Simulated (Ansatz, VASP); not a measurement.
Two plane-wave programs on Ba

The input INCAR:

```
SYSTEM = Ba
PREC = Accurate
ENCUT = 520
EDIFF = 1E-7
ISMEAR = -1
SIGMA = 0.05
LREAL = .False.
LASPH = .True.
NELM = 100
ALGO = Normal
ISIF = 2
LWAVE = .False.
LCHARG = .False.
GGA = PE
NBANDS = 11
```

KPOINTS

```
regular mesh
0
Gamma
  7 7 7
  0 0 0
```

POSCAR

```
Ba
1.0
    3.9945550389      0.0000000000      0.0000000000
    0.0000000000      3.9945550389      0.0000000000
    0.0000000000      0.0000000000      3.9945550389
Ba
1
Direct
    0.0000000000      0.0000000000      0.0000000000
```

input.yaml

```yaml
crystal:
  lattice:
    - [3.9945550389, 0.0, 0.0]
    - [0.0, 3.9945550389, 0.0]
    - [0.0, 0.0, 3.9945550389]
  atoms:
    - { symbol: Ba, position: [0.0, 0.0, 0.0] }
hamiltonian:
  xc: pbe
  pseudopotentials: { kind: paw }
kpoints:
  mp_grid: { grid: [7, 7, 7] }
scf:
  occupations: { method: fermi_dirac, width: 0.05 }
output:
  forces: true
  stress: true
  eigenvalues: true
```

Change from the starting cell: volume scaled by 1.06.

Alike in both runs: task single point; functional PBE; k mesh 7 × 7 × 7; occupations fermi-dirac, width 0.05 eV; no spin polarisation.

|  | VASP | Ansatz |
| --- | --- | --- |
| version | VASP 6.6.1 | Ansatz 0.2.0 |
| potentials or method | VASP PAW PBE potentials, release 64 (Ba_sv) | Ansatz PAW |
| plane-wave cutoff (eV) | 520 | 420 |
| valence electrons in the cell | 10 | 10 |

```csv
,VASP,Ansatz,Ansatz less VASP
gap on the k mesh at the Fermi level (eV),0.13,0.14,+0.007
least direct gap on the mesh (eV),0.21,0.21,0.000
pressure (GPa),-0.1,-0.2,-0.10
```

The functional is the same, so the differences come from potentials, cutoffs and numerics.

Caveats: spin-orbit coupling is left out, which moves the levels of the heavy elements (VASP); an odd mesh through Γ misses points on the zone boundary, where band edges often lie (VASP).
